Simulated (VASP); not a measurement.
# KBr (I4/mmm) in VASP: notebook

The runs below take KBr through single point, with PBEsol.

Program: VASP 6.6.1. These are calculated values, not measurements. Logs are shortened: lines on timing, memory, paths and dates and some standing lists are left out, and cuts for length are marked.

**1. The cell of the first run**

The structure is tetragonal, space group I4/mmm (No. 139). Conventional cell: a = 4.470 Å, b = 4.470 Å, c = 6.585 Å, α = 90.00°, β = 90.00°, γ = 90.00°. Around K (site symmetry 4/mmm) lie 6 Br at 3.16 to 3.29 Å. Br (site symmetry 4/mmm) is surrounded by 6 K at 3.16 to 3.29 Å.

**2. Single point, PBEsol (strain -0.040 along x and y, +0.000 along z, atoms carried along)**

INCAR

```
PREC = Accurate ; ENCUT = 520
EDIFF = 1E-6 ; ISMEAR = 0
SIGMA = 0.05 ; LREAL = False
LASPH = True ; NELM = 100
ALGO = Normal ; ISIF = 2
LWAVE = False ; LCHARG = False
GGA = PS ; NBANDS = 15
```

KPOINTS

```
Automatic mesh
0
Gamma
  6 6 6
```

POSCAR

```
KBr
1.0
    0.0000000000      3.1608000000      3.2925000000
    3.1608000000      0.0000000000      3.2925000000
    3.1608000000      3.1608000000      0.0000000000
K Br
1 1
Direct
    0.0000000000      0.0000000000      0.0000000000
    0.5000000000      0.5000000000      0.5000000000
```

Potentials or basis: VASP PAW PBE potentials, release 64 (K_sv, Br).

Launch:

```bash
> cat potpaw_PBE.64/K_sv/POTCAR potpaw_PBE.64/Br/POTCAR > POTCAR
> mpirun -np 1 vasp_std > vasp.out
```

OUTCAR:

```text
PREC = Accurate
   ENCUT = 520
   EDIFF = 1E-6
   ISMEAR = 0
   LREAL = False
   LASPH = True
   NELM = 100
   ISIF = 2
   GGA = PS

 ion  position               nearest neighbor table
   1  0.000  0.000  0.000-   2 3.16   2 3.16   2 3.16   2 3.16   2 3.29   2 3.29
   2  0.500  0.500  0.500-   1 3.16   1 3.16   1 3.16   1 3.16   1 3.29   1 3.29

  LATTYP: Found a body centered tetragonal cell.
 ALAT       =     4.4700462279
 C/A-ratio  =     1.4731391275

  Lattice vectors:

 A1 = (  -3.1608000000,   0.0000000000,   3.2925000000)
 A2 = (   3.1608000000,   0.0000000000,   3.2925000000)
 A3 = (   0.0000000000,   3.1608000000,  -3.2925000000)

Analysis of symmetry for initial positions (statically):
=====================================================================
 Subroutine PRICEL returns:
 Original cell was already a primitive cell.

 Routine SETGRP: Setting up the symmetry group for a
 body centered tetragonal supercell.

 Subroutine GETGRP returns: Found 16 space group operations
 (whereof 16 operations were pure point group operations)
 out of a pool of 16 trial point group operations.

The static configuration has the point symmetry D_4h.

Analysis of symmetry for dynamics (positions and initial velocities):
=====================================================================
 Subroutine PRICEL returns:
 Original cell was already a primitive cell.

 Routine SETGRP: Setting up the symmetry group for a
 body centered tetragonal supercell.

 Subroutine GETGRP returns: Found 16 space group operations
 (whereof 16 operations were pure point group operations)
 out of a pool of 16 trial point group operations.

The dynamic configuration has the point symmetry D_4h.

 Subroutine INISYM returns: Found 16 space group operations
 (whereof 16 operations are pure point group operations),
 and found     1 'primitive' translations

----------------------------------------------------------------------------------------

                                     Primitive cell

  volume of cell :      65.7885

  direct lattice vectors                    reciprocal lattice vectors
     0.000000000  3.160800000  3.292500000    -0.158187801  0.158187801  0.151860289
     3.160800000  0.000000000  3.292500000     0.158187801 -0.158187801  0.151860289
     3.160800000  3.160800000  0.000000000     0.158187801  0.158187801 -0.151860289

  length of vectors
     4.564122357  4.564122357  4.470046228     0.270385480  0.270385480  0.270385480

  position of ions in fractional coordinates (direct lattice)
     0.000000000  0.000000000  0.000000000
     0.500000000  0.500000000  0.500000000

  ion indices of the primitive-cell ions
   primitive index   ion index
[... 90 lines left out ...]
   EFERMI_NEDOS =   21; number of points for ismear=-14 and -15
   IALGO  =     38    algorithm
   IMIX   =      4    mixing-type and parameters
     AMIX     =   0.40;   BMIX     =  1.00
     AMIX_MAG =   1.60;   BMIX_MAG =  1.00
  volume/ion in A,a.u.               =      32.89       221.98
  Fermi-wavevector in a.u.,A,eV,Ry     =   1.021876  1.931066 14.207621  1.044231
  Thomas-Fermi vector in A             =   2.155525
   LORBIT       =      0    0 simple, 1 ext, 2 COOP (PROOUT), +10 PAW based schemes
   GGA     = PS    functional components
   LHFCALC =     F    Hartree Fock is set to
   AEXX    =    0.0000 exact exchange contribution
   IVDW    =     0    specifies the selected vdW correction
   LEPSILON=     F    determine dielectric tensor
   LRPA    =     F    only Hartree local field effects (RPA)
 non-spin polarized calculation
 Gauss-broadening in eV      SIGMA  =   0.05
  energy-cutoff  :      520.00
  volume of cell :       65.79
 maximum number of plane-waves:      1792
 NGX is ok and might be reduce to    36
   NGX = 17   NGY = 17   NGZ = 17

 number of electron      16.0000001 magnetization

 Free energy of the ion-electron system (eV)
  ---------------------------------------------------
  ext. energy  EPLUGINS =         0.00000000
  ---------------------------------------------------
  free energy    TOTEN  =        -6.43213831 eV

  energy without entropy =       -6.43213831  energy(sigma->0) =       -6.43213831

 E-fermi :  -1.1234     XC(G=0):  -7.9200

 val. band max:       -1.4416233698   @ k =   0.0000   0.0000   0.0000
 cond. band min:       3.0465255987   @ k =   0.0000   0.0000   0.0000
 fundamental gap:      4.4881489685
 Fermi energy:        -1.1234099742

 k-point     1 :       0.0000    0.0000    0.0000
  band No.  band energies     occupation
      1     -28.8878      2.00000
      2     -13.8835      2.00000
      3     -12.4433      2.00000
      4     -12.4433      2.00000
      5     -12.4355      2.00000
      6      -1.4785      2.00000
      7      -1.4416      2.00000
      8      -1.4416      2.00000
      9       3.0465      0.00000
     10       5.8807      0.00000
     11       6.1603      0.00000
     12       6.1603      0.00000
     13       6.8806      0.00000
     14       7.0601      0.00000
[... 401 lines left out ...]
      2     -13.8529      2.00000
      3     -12.5319      2.00000
      4     -12.4829      2.00000
      5     -12.4117      2.00000
      6      -2.3764      2.00000
      7      -1.9630      2.00000
      8      -1.8198      2.00000
      9       4.6246      0.00000
     10       6.2167      0.00000
     11       7.7018      0.00000
     12       8.2592      0.00000
     13       8.6604      0.00000
     14       9.2367      0.00000
     15       9.9113      0.00000

 [... further k-points ...]

------------------------ aborting loop because EDIFF is reached ----------------------------------------

  FORCE on cell =-STRESS in cart. coord.  units (eV):
  Direction    XX          YY          ZZ          XY          YZ          ZX
  --------------------------------------------------------------------------------------
  -------------------------------------------------------------------------------------
  Total        0.8020522      0.8020522      0.0839631      0.0000000      0.0000000     -0.0000000
  in kB       19.5327497     19.5327497      2.0447925      0.0000000      0.0000000     -0.0000000
  external PRESSURE =      13.7034306 kB  Pullay stress =       0.0000000 kB

 VOLUME and BASIS-vectors are now :
 -----------------------------------------------------------------------------
  energy-cutoff  :      520.00
  volume of cell :       65.79
      direct lattice vectors                 reciprocal lattice vectors
     0.000000000  3.160800000  3.292500000    -0.158187801  0.158187801  0.151860289
     3.160800000  0.000000000  3.292500000     0.158187801 -0.158187801  0.151860289
     3.160800000  3.160800000  0.000000000     0.158187801  0.158187801 -0.151860289

 POSITION                                       TOTAL-FORCE (eV/Angst)
 -----------------------------------------------------------------------------------
      0.00000      0.00000      0.00000         0.000000      0.000000     -0.000000
      3.16080      3.16080      3.29250        -0.000000     -0.000000      0.000000
 -----------------------------------------------------------------------------------
    total drift:                                0.000000      0.000000      0.000000

  FREE ENERGIE OF THE ION-ELECTRON SYSTEM (eV)
  ---------------------------------------------------
  free  energy   TOTEN  =        -6.4321383136 eV

  energy  without entropy=       -6.4321383136  energy(sigma->0) =       -6.43213831
```

stdout:

```text
POSCAR found type information on POSCAR K Br
 POSCAR found :  2 types and       2 ions
 scaLAPACK will be used
 -----------------------------------------------------------------------------
|                                                                             |
|                                                                             |
|     You enforced a specific xc type in the INCAR file but a different       |
|     I HOPE YOU KNOW WHAT YOU ARE DOING!                                     |
|                                                                             |
 -----------------------------------------------------------------------------

 LDA part: xc-table for (Slater+PW92), standard interpolation
 POSCAR, INCAR and KPOINTS ok, starting setup
 FFT: planning ... GRIDC
 FFT: planning ... GRID_SOFT
 FFT: planning ... GRID
 WAVECAR not read
 entering main loop
```

It took 28 s on 1 thread of Intel Xeon Platinum 8488C (Sapphire Rapids), shared host; peak memory 0.21 GiB.

Results:

```
Free energy            : -6.4321 eV
Pressure               : 1.4 GPa
Band gap on the k mesh : 4.49 eV, direct
```

Caveat: the PAW data sets were made with another functional, which shifts forces and pressure a little.

**3. Single point, PBEsol (strain +0.080 along x and y, -0.040 along z, atoms carried along)**

INCAR

```
PREC = Accurate
ENCUT = 520
EDIFF = 1E-6
ISMEAR = 0
SIGMA = 0.05
LREAL = False
LASPH = True
NELM = 100
ALGO = Fast
ISIF = 2
LWAVE = False
LCHARG = False
GGA = PS
NBANDS = 15
```

KPOINTS is that of step 2.

POSCAR

```
KBr
1.0
    0.0000000000      3.5559000000      3.1608000000
    3.5559000000      0.0000000000      3.1608000000
    3.5559000000      3.5559000000      0.0000000000
K Br
1 1
Direct
    0.0000000000      0.0000000000      0.0000000000
    0.5000000000      0.5000000000      0.5000000000
```

Potentials or basis: VASP PAW PBE potentials, release 64 (K_sv, Br).

Launch:

```bash
> cat potpaw_PBE.64/K_sv/POTCAR potpaw_PBE.64/Br/POTCAR > POTCAR
> mpirun -np 1 vasp_std > vasp.out
```

Wall time 42 s (1 thread of Intel Xeon Platinum 8488C (Sapphire Rapids), shared host); peak memory 0.23 GiB.

The run converged. Its results:

- Free energy: -6.3710 eV
- Pressure: -0.9 GPa
- Band gap on the k mesh: 4.02 eV, direct

Stress tensor (GPa, compression positive):
```
-1.76  0.00  0.00
 0.00 -1.76  0.00
 0.00  0.00  0.73
```

Levels at points of the mesh, in eV from the valence-band top:
| k point | band 4 | band 5 | band 6 | band 7 | band 8 | band 9 | band 10 | band 11 | band 12 | band 13 |
| --- | --- | --- | --- | --- | --- | --- | --- | --- | --- | --- |
| (0.00, 0.00, 0.00) | -11.38 | -11.38 | -0.02 | -0.02 | 0.00 | 4.02 | 7.30 | 7.30 | 7.99 | 8.00 |
| (0.50, 0.00, 0.00) | -11.38 | -11.11 | -1.05 | -0.30 | -0.29 | 6.21 | 7.67 | 9.21 | 9.41 | 9.52 |
| (0.50, 0.50, 0.00) | -11.41 | -11.41 | -0.64 | -0.35 | -0.35 | 5.75 | 6.94 | 9.19 | 9.33 | 9.35 |
| (0.50, 0.00, 0.50) | -11.41 | -11.39 | -0.77 | -0.25 | -0.18 | 5.93 | 6.66 | 8.55 | 9.08 | 9.36 |

Caveat: the PAW data sets were made with another functional, which shifts forces and pressure a little.
